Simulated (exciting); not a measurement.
# Pb (Fm-3m) in exciting: notebook, part 2 of 3

exciting (release sodium).

### 4 Single point, PBE

input.xml reads:

```xml
<input>
  <title>Pb</title>
  <structure speciespath="./" tshift="false">
    <crystal scale="1">
      <basevect>0.000000000000 4.677109952971 4.677109952971</basevect>
      <basevect>4.677109952971 0.000000000000 4.677109952971</basevect>
      <basevect>4.677109952971 4.677109952971 0.000000000000</basevect>
    </crystal>
    <species speciesfile="Pb.xml" rmt="2.3">
      <atom coord="0.000000000000 0.000000000000 0.000000000000"/>
    </species>
  </structure>
  <groundstate do="fromscratch" ngridk="9 9 9" rgkmax="9" gmaxvr="14" lmaxapw="10" lmaxmat="10" lmaxvr="8" xctype="GGA_PBE" stype="Gaussian" swidth="0.00047774" nempty="8" ValenceRelativity="iora*" epsengy="1e-05" epspot="1e-05" maxscl="60" tforce="true" outputlevel="normal"/>
</input>
```

Potentials or basis: all-electron LAPW+lo, shipped species files, valence relativity iora*.

On the command line:

```console
$ OMP_NUM_THREADS=1 exciting_smp
```

INFO.OUT:

```text
================================================================================
EXCITING SODIUM started
[... 10 lines left out ...]

 Lattice vectors (cartesian) :
      0.0000000000      4.6771099530      4.6771099530
      4.6771099530      0.0000000000      4.6771099530
      4.6771099530      4.6771099530      0.0000000000

 Reciprocal lattice vectors (cartesian) :
     -0.6716952745      0.6716952745      0.6716952745
      0.6716952745     -0.6716952745      0.6716952745
      0.6716952745      0.6716952745     -0.6716952745

 Unit cell volume                           :     204.6269046900
 Brillouin zone volume                      :       1.2122072306

 Species :    1 (Pb)
     parameters loaded from                 :    Pb.xml
     name                                   :    lead
     nuclear charge                         :     -82.00000000
     electronic charge                      :      82.00000000
     atomic mass                            :  377702.49410000
     muffin-tin radius                      :       2.30000000
     # of radial points in muffin-tin       :     450

     atomic positions (lattice) :
       1 :   0.00000000  0.00000000  0.00000000

 Total number of atoms per unit cell        :       1

 Spin treatment                             :    spin-unpolarised

 Number of Bravais lattice symmetries       :      48
 Number of crystal symmetries               :      48

 k-point grid                               :       9    9    9
 Total number of k-points                   :      35
 k-point set is reduced with crystal symmetries

 R^MT_min * |G+k|_max (rgkmax)              :       9.00000000
 Species with R^MT_min                      :       1 (Pb)
 Maximum |G+k| for APW functions            :       3.91304348
 Maximum |G| for potential and density      :      14.00000000

 G-vector grid sizes                        :      30    30    30
 Total number of G-vectors                  :    9409

 Maximum angular momentum used for
     APW functions                          :      10
     computing H and O matrix elements      :      10
     potential and density                  :       8
     inner part of muffin-tin               :       2

 Total nuclear charge                       :     -82.00000000
 Total electronic charge                    :      82.00000000
 Total core charge                          :      68.00000000
 Total valence charge                       :      14.00000000

 Number of empty states                     :       8
 Total number of valence states             :      16

 Maximum Hamiltonian size                   :     227
 Maximum number of plane-waves              :     213
 Total number of local-orbitals             :      14

 Exchange-correlation type                  :      20
     Perdew-Burke-Ernzerhof, Phys. Rev. Lett. 77, 3865 (1996)
     Generalised gradient approximation (GGA)

 Smearing scheme                            :    Gaussian
 Smearing width                             :       0.00047774

 Using multisecant Broyden potential mixing
[... 16 lines left out ...]
+ SCF iteration number :    1                                                  +
++++++++++++++++++++++++++++++++++++++++++++++++++++++++++++++++++++++++++++++++
 Total energy                               :    -20924.86015792
 _______________________________________________________________
 Fermi energy                               :         0.28590810
 Kinetic energy                             :     24373.63080902
 Coulomb energy                             :    -44908.18425044
 Exchange energy                            :      -385.25253238
 Correlation energy                         :        -5.05418412

 DOS at Fermi energy (states/Ha/cell)       :        77.33396633

 Electron charges :
     core                                   :        68.00000000
     core leakage                           :         0.01253673
     valence                                :        14.00000000
     interstitial                           :         2.95410356
     charge in muffin-tin spheres :
                  atom     1    Pb          :        79.04589644
     total charge in muffin-tins            :        79.04589644
     total charge                           :        82.00000000

++++++++++++++++++++++++++++++++++++++++++++++++++++++++++++++++++++++++++++++++
+ SCF iteration number :    2                                                  +
++++++++++++++++++++++++++++++++++++++++++++++++++++++++++++++++++++++++++++++++
 Total energy                               :    -20926.65878030
 _______________________________________________________________
 Fermi energy                               :         0.28090962
 Kinetic energy                             :     24372.09234556
 Coulomb energy                             :    -44908.42336024
 Exchange energy                            :      -385.27330535
 Correlation energy                         :        -5.05446027

 DOS at Fermi energy (states/Ha/cell)       :        77.33377757

 Electron charges :
     core                                   :        68.00000000
     core leakage                           :         0.01243622
     valence                                :        14.00000000
     interstitial                           :         2.94337028
     charge in muffin-tin spheres :
                  atom     1    Pb          :        79.05662972
     total charge in muffin-tins            :        79.05662972
     total charge                           :        82.00000000
[... 253 lines left out ...]
 RMS change in effective potential (target) :  0.200490E-08  ( 0.100000E-04)
 Absolute change in total energy   (target) :  0.256584E-05  ( 0.100000E-04)
 Charge distance                   (target) :  0.141855E-08  ( 0.100000E-04)
 Abs. change in max-nonIBS-force   (target) :   0.00000      ( 0.500000E-04)

++++++++++++++++++++++++++++++++++++++++++++++++++++++++++++++++++++++++++++++++
+ SCF iteration number :   12                                                  +
++++++++++++++++++++++++++++++++++++++++++++++++++++++++++++++++++++++++++++++++
 Total energy                               :    -20928.66282384
 _______________________________________________________________
 Fermi energy                               :         0.26602003
 Kinetic energy                             :     24369.69010449
 Coulomb energy                             :    -44908.01407848
 Exchange energy                            :      -385.28414514
 Correlation energy                         :        -5.05470471

 DOS at Fermi energy (states/Ha/cell)       :        77.33383714

 Electron charges :
     core                                   :        68.00000000
     core leakage                           :         0.01229956
     valence                                :        14.00000000
     interstitial                           :         2.92953220
     charge in muffin-tin spheres :
                  atom     1    Pb          :        79.07046780
     total charge in muffin-tins            :        79.07046780
     total charge                           :        82.00000000

 RMS change in effective potential (target) :  0.400314E-08  ( 0.100000E-04)
 Absolute change in total energy   (target) :  0.135480E-05  ( 0.100000E-04)
 Charge distance                   (target) :  0.533878E-09  ( 0.100000E-04)
 Abs. change in max-nonIBS-force   (target) :   0.00000      ( 0.500000E-04)

++++++++++++++++++++++++++++++++++++++++++++++++++++++++++++++++++++++++++++++++
| Convergency criteria checked for the last 2 iterations                       +
| Convergence targets achieved. Performing final SCF iteration                 +
++++++++++++++++++++++++++++++++++++++++++++++++++++++++++++++++++++++++++++++++
 Total energy                               :    -20928.66282268
 _______________________________________________________________
 Fermi energy                               :         0.26602003
 Kinetic energy                             :     24369.69010522
 Coulomb energy                             :    -44908.01407807
 Exchange energy                            :      -385.28414512
 Correlation energy                         :        -5.05470471

 DOS at Fermi energy (states/Ha/cell)       :        77.33385628

 Electron charges :
     core                                   :        68.00000000
     core leakage                           :         0.01229956
     valence                                :        14.00000000
     interstitial                           :         2.92953220
     charge in muffin-tin spheres :
                  atom     1    Pb          :        79.07046780
     total charge in muffin-tins            :        79.07046780
     total charge                           :        82.00000000

++++++++++++++++++++++++++++++++++++++++++++++++++++++++++++++++++++++++++++++++
+ Self-consistent loop stopped                                                 +
++++++++++++++++++++++++++++++++++++++++++++++++++++++++++++++++++++++++++++++++
 STATE.OUT is written

--------------------------------------------------------------------------------
- Writing atomic positions and forces                                          -
--------------------------------------------------------------------------------

 Atomic positions (lattice) :
 atom     1  Pb  :     0.00000000    0.00000000    0.00000000

 Total atomic forces including IBS (cartesian) :
 atom     1  Pb  :     0.00000000    0.00000000    0.00000000

 Atomic force components including IBS (cartesian) :
 atom     1  Pb  :     0.00000000    0.00000000    0.00000000   HF force
                 :     0.00000000    0.00000000    0.00000000   core correction
                 :     0.00000000    0.00000000    0.00000000   IBS correction

********************************************************************************
[... 7 lines left out ...]
| EXCITING SODIUM stopped                                                      =
================================================================================
```

WARNINGS.OUT:

```text
Inversion symmetry is present. Consider using input%groundstate%solver%type = "inversionsymmetry"
```

It took 24 s on 1 thread of Arm Neoverse V2, shared host; peak memory 0.1 GiB.

Results:

```yaml
Free_energy: -569497.9279 eV
Band_gap_on_the_k_mesh: none (metal or under the smearing width)
All_electrons_inside_the_program's_atomic_spheres: Pb 79.07 (radii Pb 2.3 bohr)
```

The run has no spin-orbit coupling, so splittings on Pb are missing.

### 5 Single point, PBE

input.xml, as its differences from that of step 4:

```diff
@@ -12,3 +12,3 @@
   </structure>
-  <groundstate do="fromscratch" ngridk="9 9 9" rgkmax="9" gmaxvr="14" lmaxapw="10" lmaxmat="10" lmaxvr="8" xctype="GGA_PBE" stype="Gaussian" swidth="0.00047774" nempty="8" ValenceRelativity="iora*" epsengy="1e-05" epspot="1e-05" maxscl="60" tforce="true" outputlevel="normal"/>
+  <groundstate do="fromscratch" ngridk="9 9 9" rgkmax="9" gmaxvr="14" lmaxapw="10" lmaxmat="10" lmaxvr="8" xctype="GGA_PBE" stype="Gaussian" swidth="0.00051449" nempty="8" ValenceRelativity="iora*" epsengy="1e-05" epspot="1e-05" maxscl="60" tforce="true" outputlevel="high"/>
 </input>
```

On the command line:

```console
$ OMP_NUM_THREADS=1 exciting_smp
```

It took 23 s on 1 thread of Arm Neoverse V2, shared host; peak memory 0.1 GiB.

It converged, with:

```
Free energy                                       : -569497.9279 eV
Band gap on the k mesh                            : none (metal or under the smearing width)
All electrons inside the program's atomic spheres : Pb 79.07 (radii Pb 2.3 bohr)
```

Levels at points of the mesh, in eV from the Fermi level:
```tsv
k point	band 3	band 4	band 5	band 6	band 7	band 8	band 9	band 10	band 11	band 12
(0.00, 0.00, 0.00)	-16.90	-16.76	-16.76	-11.63	7.55	7.55	7.55	9.90	11.51	12.64
```

Spin-orbit coupling is left out, which matters for the levels of Pb.

(Part 2 of 3 ends here.)
